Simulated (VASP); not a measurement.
Wanted: the native input for a VASP 6.6.1 run.

| Item | Value |
| --- | --- |
| Task | single point |
| Functional | LDA |
| Potentials or basis | VASP PAW LDA potentials, release 64 (S, Mo_sv) |
| Cutoff | 520 eV |
| k mesh | 12 × 12 × 1 |
| Occupations | gaussian, width 0.01 eV |
| Spin | no spin polarisation |
| Dipole correction | no |
| Further INCAR settings | ALGO = Fast; EDIFF = 1e-06; NBANDS = 35 |

The structure of MoS2 lies in POSCAR:

```
MoS2
1.0
    3.1210449014      0.0000000000      0.0000000000
   -1.5605224507      2.7029041710      0.0000000000
    0.0000000000      0.0000000000     24.3200000000
S Mo
4 2
Direct
    0.3333333333      0.6666666667      0.3121578480
    0.3333333333      0.6666666667      0.4399118373
    0.6666666667      0.3333333333      0.5621440838
    0.6666666667      0.3333333333      0.6898980730
    0.6666666667      0.3333333333      0.3759728829
    0.3333333333      0.6666666667      0.6260830381
```

The cell was built by a generator and needn't be a form met in nature.

One way to write it, as run:

INCAR

```
SYSTEM = MoS2
PREC = Accurate ; ENCUT = 520
EDIFF = 1E-6 ; ISMEAR = 0
SIGMA = 0.01 ; LREAL = .False.
LASPH = .True. ; NELM = 100
ALGO = Fast ; ISIF = 2
LWAVE = .False. ; LCHARG = .False.
GGA = CA ; NBANDS = 35
```

KPOINTS

```
Automatic mesh
0
Gamma
  12 12 1
  0 0 0
```

Potentials or basis: VASP PAW LDA potentials, release 64 (S, Mo_sv).

Command:

```console
$ cat potpaw_LDA.64/S/POTCAR potpaw_LDA.64/Mo_sv/POTCAR > POTCAR
$ mpirun -np 1 vasp_std > vasp.out
```

It gave:

| Item | Value |
| --- | --- |
| Largest force | 0.030 eV/Å |
| Band gap on the k mesh | 1.23 eV, indirect (least direct gap 1.82 eV) |

Wall time 3.1 min on 1 thread of Intel(R) Xeon(R) Platinum 8488C (Sapphire Rapids), on a shared host, peak memory 0.3 GiB.
